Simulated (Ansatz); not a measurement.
## A series in volume per atom on WC

Periodic Kohn-Sham DFT of a crystal at fixed atoms; pressure and stress are positive in compression; the energy is the free energy less that of spherical unpolarised free atoms; site moments are those in the method's own spheres, positive along +z. The results are calculated, by Ansatz 0.2.0.

Cell of the first row (space group P-6m2, No. 187):
```
CELL_PARAMETERS angstrom
2.84180 0.00000 0.00000
-1.42090 2.46110 0.00000
0.00000 0.00000 2.77170
ATOMIC_POSITIONS crystal
W 0.00000 0.00000 0.00000
C 0.66667 0.33333 0.50000
```

Settings of every row: method frozen-core PAW; functional PBE; relativity scalar; k mesh 14x14x13; filling fermi-dirac; smearing width 0.05 eV; wave cutoff 420 eV; paw set soft_2.

Atom start moment: 0 on all atoms.

Limits: no spin-orbit coupling on heavy atoms.

| row | volume per atom (Å³) | pressure (GPa) |
| --- | --- | --- |
| 1 | 9.693 | 37.836 |
| 2 | 10.1 | 17.378 |
| 3 | 10.306 | ? |
| 4 | 10.512 | 0.472 |
| 5 | 10.924 | -13.296 |

Question: what pressure should row 3 give?

Worked fit of pressure. Take u = (V_r/V)^(2/3) − 1 with V_r = 10.306 Å³ an atom, which is twice the finite (Eulerian) strain; such expansions in the strain, on which the Birch-Murnaghan equation of state is built, carry the rest volume and the bulk modulus. The shown rows have u = 0.04173, 0.01355, -0.01311, -0.03808. Least squares give pressure = 8.4932 + 634.553 × u + 1641.37 × u² GPa; a straight line predicts inner rows, each left out in turn, worse (root mean square 1.7 against 0.034 GPa). The rows lie off it by 0.005, -0.015, 0.016, -0.006 (root mean square 0.012 GPa). The pressure vanishes at u = -0.0139, or V = 10.52 Å³ an atom, and there the bulk modulus at fixed shape and fractions is B = −V dP/dV = (2/3)(1 + u) dP/du = 387 GPa. Letting shape and atoms relax would as a rule lower it, by much in layered, chain or molecular crystals. The withheld row has u = 0, so the fit gives 8.4932 + 634.553 × (0) + 1641.37 × (0)² = 8.493 GPa.

The calculation gave 8.492 GPa. The fit lies 0.001 GPa (0.002 % of the column's range) above it, one unit of the last digit.
